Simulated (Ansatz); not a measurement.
Reaction (formal exchange of groups at a Ge–Sn bond): `[F][Sn]([F])([F])[GeH3]` + `CC(=O)O` → `O=C(O)[CH2][GeH3]` + `[F][SnH]([F])[F]`

Program: Ansatz. Geometries: PBE0-D4/def2-TZVP. ΔE: electronic, gas phase. CBS: MP2 limit from def2 TZ/QZ plus the TZ coupled-cluster correction, frozen cores. Functionals use def2-TZVPP. B3LYP here is the variant with VWN-RPA as its local correlation; programs differ in this. def2 core potentials past Kr. For Ge, Sn outer-core shells are correlated without core-valence functions, which leaves a few kJ/mol of doubt a bond. Scalar relativity is left out up to krypton. Each species was taken in one conformer, which may not be the lowest.

Q: Is it downhill or uphill in electronic energy at CCSD(T)/CBS, and by how much? (An estimate is asked.)

A: The calculation gave: Uphill: ΔE = +78.9 kJ/mol.

Q: What do these levels give: r2SCAN, B3LYP, HF/def2-TZVPP, CCSD(T)/def2-TZVPP, HF/def2-QZVPP, MP2/CBS(def2)? (Best estimate.)

A: The calculation gave: r2SCAN 83.5, B3LYP 90.5, HF/def2-TZVPP 77.2, CCSD(T)/def2-TZVPP 70.9, HF/def2-QZVPP 78.2, MP2/CBS(def2) 79.7 kJ/mol.

Largest T1 diagnostic among the species: 0.015.

The D4 term adds −3.2 kJ/mol with B3LYP and −1.6 kJ/mol with PBE0; it sums over pairs of atoms, weighted by their polarisabilities, and B3LYP, whose exchange is more repulsive, gets the larger term. In def2-TZVPP, CCSD(T) changes the Hartree–Fock value by −6.2 kJ/mol (the triples alone add −1.3 kJ/mol) and MP2 by −5.4 kJ/mol.
